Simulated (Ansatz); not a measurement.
## What a change of settings does to a run on H

The structure comes from a relaxation in the same program, started in the bcc type, and has space group Im-3m. Whether it is a known phase or the ground state wasn't checked.

First run: DFT, PBE, all-electron PAW with datasets made for the crystal, scalar-relativistic (Ansatz 0.2.0).

Command: `ansatz run input.yaml --threads 1 --pin off --max-ram 2048MiB --backend cpu --events-out ev --progress --plain --runs-dir out` The run took 3.6 s on 1 thread of Arm Neoverse V1 (shared host), peak memory 0.25 GiB.

```yaml
crystal:
  lattice:
    - [-0.9051823081, 0.9051823081, 0.9051823081]
    - [0.9051823081, -0.9051823081, 0.9051823081]
    - [0.9051823081, 0.9051823081, -0.9051823081]
  atoms:
    - { symbol: H, position: [0.0, 0.0, 0.0] }
kpoints:
  mp_grid: { grid: [20, 20, 20] }
  band_path:
    path:
      - [0.0, 0.0, 0.0]
      - [0.5, -0.5, 0.5]
      - [0.0, 0.0, 0.5]
      - [0.0, 0.0, 0.0]
      - [0.25, 0.25, 0.25]
      - [0.5, -0.5, 0.5]
      - [0.25, 0.25, 0.25]
      - [0.0, 0.0, 0.5]
    npoints: 8
scf:
  occupations: { method: fermi_dirac, width: 0.05 }
hamiltonian:
  xc: pbe
  pseudopotentials: { kind: all_electron, datasets: crystal }
output:
  forces: true
  stress: true
  eigenvalues: true
  efg: { contact_densities: true }
```

Result: converged; pressure -0.09 GPa; 5 SCF iterations.

The input is then changed:

```diff
@@ -21,4 +21,5 @@
 scf:
   occupations: { method: fermi_dirac, width: 0.05 }
+  algorithm: direct_min
 hamiltonian:
   xc: pbe
```

Question: What does the second run give?

Answer: It was refused before any iteration. The program says:
```
Error: hamiltonian.pseudopotentials.datasets: crystal, beside a feature not held to (scf.algorithm: direct_min / scf.convergence.dm_fallback; scf.algorithm: direct_min) — the datasets of this kind: all_electron run are made for its crystal, and no such run has been held to what stands beside, or a reason given rules it out; change each as told or leave it out, or set another kind (and leave the keys of all_electron out)
```
